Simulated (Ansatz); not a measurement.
## Li in Ansatz: the effect of functional

Li:

```
CELL_PARAMETERS angstrom
-1.73094 1.73094 1.73094
1.73094 -1.73094 1.73094
1.73094 1.73094 -1.73094
ATOMIC_POSITIONS crystal
Li 0.00000 0.00000 0.00000
```

The cell isn't the ideal one: volume scaled by 0.96.

Alike in all runs:

| Quantity | Value |
| --- | --- |
| Program | Ansatz 0.2.0 |
| Task | single point |
| Potentials or basis | Ansatz PAW |
| k mesh | 11 × 11 × 11 |
| Occupations | fermi-dirac, width 0.05 eV |
| Spin | no spin polarisation |

```csv
functional,cutoff,pressure (GPa)
LDA,420 eV (not typed: the program's choice for these potentials),?
r2SCAN,500 eV (not typed: the program's choice for these potentials),0.2
PBE,420 eV (not typed: the program's choice for these potentials),-0.3
```

Q: What does the run with functional LDA give?

A: Pressure -1.1 GPa.

Caveats: the PAW data sets were made with another functional, which shifts forces and pressure a little (some runs).
